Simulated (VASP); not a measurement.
Energy against volume of AlSb (zinc blende). All values below come from rev-vdW-DF2, VASP's PBE PAW potentials (set 64) (plane waves; VASP).

| V (Å³/atom) | E (eV/atom) |
|---|---|
| 28.067 | -2.69086 |
| 28.963 | -2.70559 |
| 29.858 | -2.71017 |
| 30.754 | -2.70611 |
| 31.650 | -2.69476 |

Question: Fit a third-order Birch-Murnaghan equation of state.

Answer: 
The volume per atom is 29.86 Å³/atom. The bulk modulus is 51.2 GPa and the pressure derivative of the bulk modulus is 4.50. The lattice constant a is 6.205 Å.

Measured: bulk modulus 58.2 GPa (computed value off by -12.0 %), as given by Cormac Toher et al., Physical Review Materials (2017), arXiv:1611.05714; a 6.128 Å (computed value off by +1.3 %), as given by Guo-Xu Zhang et al., New Journal of Physics (2018), doi:10.1088/1367-2630/aac7f0 [thermal expansion removed or low-temperature value; zero-point expansion not removed]. The calculation is for a static lattice, while the measured bulk modulus holds thermal and zero-point effects, which are part of the difference.

The compound is AlSb in the zinc blende structure. It was relaxed first.
